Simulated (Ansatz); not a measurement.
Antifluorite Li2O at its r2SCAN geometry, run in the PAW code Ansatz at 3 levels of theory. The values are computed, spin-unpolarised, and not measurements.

The r2SCAN input:
```yaml
crystal:
  lattice:
    - [0.0, 2.2863684601, 2.2863684601]
    - [2.2863684601, 0.0, 2.2863684601]
    - [2.2863684601, 2.2863684601, 0.0]
  atoms:
    - { symbol: O, position: [0.0, 0.0, 0.0] }
    - { symbol: Li, position: [0.25, 0.25, 0.25] }
    - { symbol: Li, position: [0.75, 0.75, 0.75] }
kpoints:
  mp_grid: { grid: [10, 10, 10] }
  band_path:
    path:
      - [0.0, 0.0, 0.0]
      - [0.5, 0.0, 0.5]
      - [0.625, 0.25, 0.625]
      - [0.375, 0.375, 0.75]
      - [0.5, 0.5, 0.5]
      - [0.5, 0.25, 0.75]
      - [0.0, 0.5, 0.5]
    npoints: 1
hamiltonian:
  xc: r2scan
scf:
  occupations: { method: fixed }
  n_extra_bands: 4
output:
  forces: true
  stress: true
  eigenvalues: true
```

Main results, then, where recorded, the levels near the gap in eV from the Fermi energy (columns number the bands from 0), one row a point of the path (Γ, X, U, K, L, W, X):
```
Crystal: 3 atoms, lattice volume = 23.904 Å³
Symmetry: 48 space group operations
Space group: Fm-3m (ITA 225)
```
```
Basis set: ecut = 500 eV, 609 PW (Γ)
k-points: 47 of 1000
SCF 1 converged in 6 iterations: F = -982.196907 eV  dr2 = 5.03e-8
Free energy (F): -982.196907 eV
Fermi energy:    2.734780 eV
--- Stress (GPa, compression-positive) ---
        0.007904       0.000000       0.000000
        0.000000       0.007904       0.000000
        0.000000       0.000000       0.007904
  P = ⅓ Tr σ = 0.0079 GPa (0.079 kbar)
```
```tsv
band_2	band_3	band_4	band_5	band_6	band_7	band_8
-16.452	0.000	0.000	0.000	6.204	13.239	13.239
-16.185	-1.645	-1.421	-1.421	5.767	14.997	14.997
-16.180	-2.050	-1.556	-1.115	7.398	12.919	14.663
-16.180	-2.050	-1.556	-1.115	7.398	12.919	14.663
-16.231	-2.828	-0.457	-0.457	10.277	11.038	13.226
-16.173	-1.843	-1.530	-1.530	8.022	11.634	15.615
-16.185	-1.645	-1.421	-1.421	5.767	14.997	14.997
```

The r2SCAN gap is indirect, 5.77 eV (Γ to X), below the direct gap of 6.20 eV at Γ.

Question: In the first input these blocks are replaced (the band path and keys that only write files left aside):
```yaml
kpoints:
  mp_grid: { grid: [6, 6, 6] }
hamiltonian:
  xc: hse06
```
What comes out?

Answer:
```
Basis set: ecut = 420 eV, 459 PW (Γ)
k-points: 16 of 216
SCF 1 stopped early in 2 iterations: F = -979.855351 eV  dr2 = 3.47e-5
Exchange kernel: α = 0.2500, screened, ω = 0.2079 Å⁻¹, Wigner–Seitz truncation, v(0) = 1042.9809 eV·Å³, q-mesh 6×6×6
SCF 2 stopped early in 7 iterations: F = -979.828342 eV  dr2 = 1.08e-6
hybrid outer 1: dexx = +3.339e-3 eV, tail = 5.27e-6 eV
SCF 3 converged in 2 iterations: F = -979.828385 eV  dr2 = 8.81e-9
hybrid outer 2: dexx = +3.391e-8 eV, tail = 2.34e-8 eV, Δε = 1.83e-3 eV
Free energy (F): -979.828385 eV
Fermi energy:    1.919727 eV
--- Stress (GPa, compression-positive) ---
       -0.339251       0.000000       0.000000
        0.000000      -0.339251       0.000000
        0.000000       0.000000      -0.339251
  P = ⅓ Tr σ = -0.3393 GPa (-3.393 kbar)
```
```tsv
band_2	band_3	band_4	band_5	band_6	band_7	band_8
-16.965	0.000	0.000	0.000	7.161	14.037	14.037
-16.664	-1.784	-1.521	-1.521	6.654	16.025	16.025
-16.658	-2.184	-1.683	-1.196	8.327	13.952	15.669
-16.658	-2.184	-1.683	-1.196	8.327	13.952	15.669
-16.715	-3.025	-0.497	-0.497	11.331	12.029	14.109
-16.650	-1.953	-1.650	-1.650	8.974	12.622	16.669
-16.664	-1.784	-1.521	-1.521	6.654	16.025	16.025
```
The HSE06 gap is indirect, 6.65 eV (Γ to X), below the direct gap of 7.16 eV at Γ. The mean stress, -0.3 GPa, is small, and the program warns that its thresholds are loose for a hybrid's stress.

PBE0. Against the first input these blocks differ (the band path and keys that only write files left aside):
```yaml
kpoints:
  mp_grid: { grid: [6, 6, 6] }
hamiltonian:
  xc: pbe0
```

```
Basis set: ecut = 420 eV, 459 PW (Γ)
k-points: 16 of 216
SCF 1 stopped early in 2 iterations: F = -979.855269 eV  dr2 = 3.38e-5
SCF 2 stopped early in 6 iterations: F = -979.981155 eV  dr2 = 3.23e-7
hybrid outer 1: dexx = +4.312e-3 eV, tail = 7.06e-6 eV
SCF 3 converged in 2 iterations: F = -979.981223 eV  dr2 = 8.83e-9
hybrid outer 2: dexx = +7.812e-8 eV, tail = 2.36e-8 eV, Δε = 1.69e-3 eV
Free energy (F): -979.981223 eV
Fermi energy:    1.520086 eV
--- Stress (GPa, compression-positive) ---
       -0.276084       0.000000       0.000000
        0.000000      -0.276084       0.000000
        0.000000       0.000000      -0.276084
  P = ⅓ Tr σ = -0.2761 GPa (-2.761 kbar)
```
```tsv
band_2	band_3	band_4	band_5	band_6	band_7	band_8
-16.985	0.000	0.000	0.000	7.894	14.819	14.819
-16.683	-1.803	-1.532	-1.532	7.385	16.809	16.809
-16.677	-2.207	-1.701	-1.206	9.073	14.731	16.450
-16.677	-2.207	-1.701	-1.206	9.073	14.731	16.450
-16.734	-3.058	-0.504	-0.504	12.090	12.801	14.882
-16.668	-1.975	-1.667	-1.667	9.722	13.401	17.450
-16.683	-1.803	-1.532	-1.532	7.385	16.809	16.809
```

The PBE0 gap is indirect, 7.39 eV (Γ to X), below the direct gap of 7.89 eV at Γ. The mean stress, -0.3 GPa, is small, and the program warns that its thresholds are loose for a hybrid's stress.

The hybrids run on coarser meshes, which limits their stresses and small splittings of levels.

Totals of different functionals can't be compared.

The meshes of the hybrids are coarse, so their gaps aren't converged to the digits shown.
